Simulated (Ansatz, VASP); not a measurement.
**One calculation of Fe, two programs**

The input INCAR:

```
  ALGO = Fast
  EDIFF = 1E-6
  ENCUT = 520
  GGA = PS
  ISIF = 2
  ISMEAR = 0
  LASPH = True
  LCHARG = False
  LREAL = False
  LWAVE = False
  NBANDS = 15
  NELM = 100
  PREC = Accurate
  SIGMA = 0.15
```

The input KPOINTS:

```
k-points
0
Gamma
  33 33 18
```

Contents of POSCAR:

```
Fe
1.0
    2.4291775515      0.0000000000      0.0000000000
   -1.2145887758      2.1037294698      0.0000000000
    0.0000000000      0.0000000000      3.8408855688
Fe
2
Direct
    0.3333333333      0.6666666667      0.2500000000
    0.6666666667      0.3333333333      0.7500000000
```

Input for Ansatz:

```yaml
crystal:
  lattice:
    - [2.4291775515, 0.0, 0.0]
    - [-1.2145887758, 2.1037294698, 0.0]
    - [0.0, 0.0, 3.8408855688]
  atoms:
    - { symbol: Fe, position: [0.3333333333, 0.6666666667, 0.25] }
    - { symbol: Fe, position: [0.6666666667, 0.3333333333, 0.75] }
basis:
  ecutwfc: 420
kpoints:
  mp_grid: { grid: [33, 33, 18] }
hamiltonian:
  xc: pbesol
scf:
  occupations: { method: gaussian, width: 0.15 }
output:
  forces: true
  stress: true
  eigenvalues: true
```

This isn't the form of Fe at room conditions, which is bcc.

Alike in both runs: task single point; functional PBEsol; k mesh 33 × 33 × 18; occupations gaussian, width 0.15 eV; no spin polarisation.

|  | VASP | Ansatz |
| --- | --- | --- |
| version | VASP 6.6.1 | Ansatz 0.2.0 |
| potentials or method | VASP PAW PBE potentials, release 64 (Fe) | scalar-relativistic, plane waves, PAW |
| plane-wave cutoff (eV) | 520 | 420 |
| valence electrons in the cell | 16 | 32 |

VASP gave:

- gap on the k mesh at the Fermi level (eV): none
- pressure (GPa): -0.2
- largest component of the traceless stress (GPa): 0.09

What did Ansatz give for the same quantities?

gap on the k mesh at the Fermi level (eV): none; pressure (GPa): 0.0; largest component of the traceless stress (GPa): 0.05.

A gap of «none» marks a metal or a gap that the smearing closes. The two sets of potentials don't hold the same shells in valence.

Caveats: the PAW data sets were made with another functional, which shifts forces and pressure a little (VASP); the run has no spin polarisation, though such a crystal can be magnetic. Spin polarisation is off, so any magnetic state and its effect on volume and gap are missing.
